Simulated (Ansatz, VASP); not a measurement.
**Pd: VASP beside Ansatz**

INCAR

```
ALGO = Fast ; EDIFF = 1E-6
ENCUT = 520 ; ISIF = 2
ISMEAR = -1 ; LASPH = True
LCHARG = False ; LREAL = False
LWAVE = False ; NBANDS = 17
NELM = 60 ; PREC = Accurate
SIGMA = 0.1
```

The input KPOINTS:

```
k-points
0
Gamma
  11 11 11
```

Contents of POSCAR:

```
Pd
1.0
    0.0000000000      2.8091345367      2.8091345367
    2.8091345367      0.0000000000      2.8091345367
    2.8091345367      2.8091345367      0.0000000000
Pd
2
Direct
    0.1250000000      0.1250000000      0.1250000000
    0.8750000000      0.8750000000      0.8750000000
```

Input for Ansatz:

```yaml
crystal:
  lattice:
    - [0.0, 2.8091345367, 2.8091345367]
    - [2.8091345367, 0.0, 2.8091345367]
    - [2.8091345367, 2.8091345367, 0.0]
  atoms:
    - { symbol: Pd, position: [0.125, 0.125, 0.125] }
    - { symbol: Pd, position: [0.875, 0.875, 0.875] }
hamiltonian:
  xc: lda
  pseudopotentials:
    kind: paw
    azcp:
      Pd: "pseudopotentials/Pd.paw.azcp"
basis:
  ecutwfc: 420
  fft_grid_basis: typed
kpoints:
  mp_grid: { grid: [11, 11, 11], shift: [0, 0, 0] }
magnetization:
  spin_polarized: false
scf:
  occupations: { method: fermi_dirac, width: 0.1 }
  lower_state_search: "off"
output:
  stress: true
  write_density: true
  write_potential: true
  elf: true
  volumetric_format: npy
```

Alike in both runs: task single point; functional LDA; k mesh 11 × 11 × 11; occupations fermi-dirac, width 0.1 eV; no spin polarisation.

|  | VASP | Ansatz |
| --- | --- | --- |
| version | VASP 6.6.1 | Ansatz 0.2.0 |
| potentials or method | VASP PAW LDA potentials, release 64 (Pd) | plane waves (420 eV) with PAW, scalar-relativistic |
| plane-wave cutoff (eV) | 520 | 420 |
| valence electrons in the cell | 20 | 36 |

```tsv
	VASP	Ansatz	Ansatz less VASP
pressure (GPa)	-0.3	-0.1	+0.25
```

The two sets of potentials don't hold the same shells in valence. Ansatz warned: «pseudo_functional_mismatch».
